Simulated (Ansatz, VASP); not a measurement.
**Two plane-wave programs on Fe**

Contents of INCAR:

```
SYSTEM = Fe
ALGO = Normal
EDIFF = 1E-6
ENCUT = 520
GGA = PE
ISIF = 2
ISMEAR = 0
ISPIN = 2
LASPH = .True.
LCHARG = .False.
LMAXMIX = 4
LORBIT = 11
LREAL = .False.
LWAVE = .False.
MAGMOM = 2.5 2.5
NBANDS = 19
NELM = 150
PREC = Accurate
SIGMA = 0.05
```

Contents of KPOINTS:

```
k-points
0
Gamma
  12 12 12
  0 0 0
```

Contents of POSCAR:

```
Fe
1.0
    2.8311865314      0.0000000000      0.0000000000
    0.0000000000      2.8311865314      0.0000000000
    0.0000000000      0.0000000000      2.8311865314
Fe
2
Direct
    0.0000000000      0.0000000000      0.0000000000
    0.5000000000      0.5000000000      0.5000000000
```

Input for Ansatz:

```yaml
crystal:
  lattice:
    - [2.8311865314, 0.0, 0.0]
    - [0.0, 2.8311865314, 0.0]
    - [0.0, 0.0, 2.8311865314]
  atoms:
    - { symbol: Fe, position: [0.0, 0.0, 0.0], spin: 2.5 }
    - { symbol: Fe, position: [0.5, 0.5, 0.5], spin: 2.5 }
basis:
  ecutwfc: 420
  ecutrho_ratio: 4
kpoints:
  mp_grid: { grid: [12, 12, 12] }
hamiltonian:
  xc: pbe
scf:
  occupations: { method: gaussian, width: 0.05 }
  lower_state_search: "off"
output:
  forces: true
  stress: true
  eigenvalues: true
  populations: true
magnetization:
  spin_polarized: true
```

Alike in both runs: task single point; functional PBE; k mesh 12 × 12 × 12; occupations gaussian, width 0.05 eV; collinear spin.

|  | VASP | Ansatz |
| --- | --- | --- |
| version | VASP 6.6.1 | Ansatz 0.2.0 |
| potentials or method | VASP PAW PBE potentials, release 64 (Fe) | scalar-relativistic, plane waves, PAW |
| plane-wave cutoff (eV) | 520 | 420 |
| valence electrons in the cell | 16 | 32 |

VASP gave:

- gap on the k mesh at the Fermi level (eV): none
- pressure (GPa): -0.6
- net moment per atom (μB): 2.16
- size of the moment on the site where the two differ most (μB): 2.16

Task: Which values does Ansatz return?

Result: gap on the k mesh at the Fermi level (eV): none; pressure (GPa): -0.5; net moment per atom (μB): 2.14; size of the moment on the site where the two differ most (μB): 2.19.

Site moments also hang on the region over which each program counts them. A gap of «none» marks a metal or a gap that the smearing closes. With one functional, cell and mesh, what is left measures potentials, basis and numerics. The two sets of potentials don't hold the same shells in valence.
